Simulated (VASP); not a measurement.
Set up this calculation in VASP 6.6.1, as the native input.

| Quantity | Value |
| --- | --- |
| Task | single point |
| Functional | LDA |
| Potentials or basis | VASP PAW LDA potentials, release 64 (Be, Te) |
| Cutoff | 520 eV |
| k mesh | 8 × 8 × 8 |
| Occupations | gaussian, width 0.01 eV |
| Spin | no spin polarisation |
| Dipole correction | no |
| Further INCAR settings | ALGO = Normal; EDIFF = 1e-06; NBANDS = 11 |

The structure of BeTe lies in POSCAR:

```
BeTe
1.0
    0.0000000000      2.7773062662      2.7773062662
    2.7773062662      0.0000000000      2.7773062662
    2.7773062662      2.7773062662      0.0000000000
Be Te
1 1
Direct
    0.0000000000      0.0000000000      0.0000000000
    0.2500000000      0.2500000000      0.2500000000
```

The cell isn't the ideal one: cell and atoms relaxed tightly for response.

The input as run:

INCAR

```
SYSTEM = BeTe
PREC = Accurate
ENCUT = 520
EDIFF = 1E-6
ISMEAR = 0
SIGMA = 0.01
LREAL = .FALSE.
LASPH = .TRUE.
NELM = 60
ALGO = Normal
ISIF = 2
LWAVE = .FALSE.
LCHARG = .FALSE.
NBANDS = 11
```

KPOINTS

```
regular mesh
0
G
  8 8 8
  0 0 0
```

Potentials or basis: VASP PAW LDA potentials, release 64 (Be, Te).

Launch:

```console
$ cat potpaw_LDA.64/Be/POTCAR potpaw_LDA.64/Te/POTCAR > POTCAR
$ mpirun -np 1 vasp_std > vasp.out
```

It gave:

The pressure is 0.3 GPa and the band gap on the k mesh is 1.77 eV, indirect (least direct gap 3.55 eV).

Caveat: spin-orbit coupling is left out, which moves the levels of the heavy elements.

Wall time 30 s on 1 thread of AMD EPYC 7571 (shared host), peak memory 0.12 GiB.
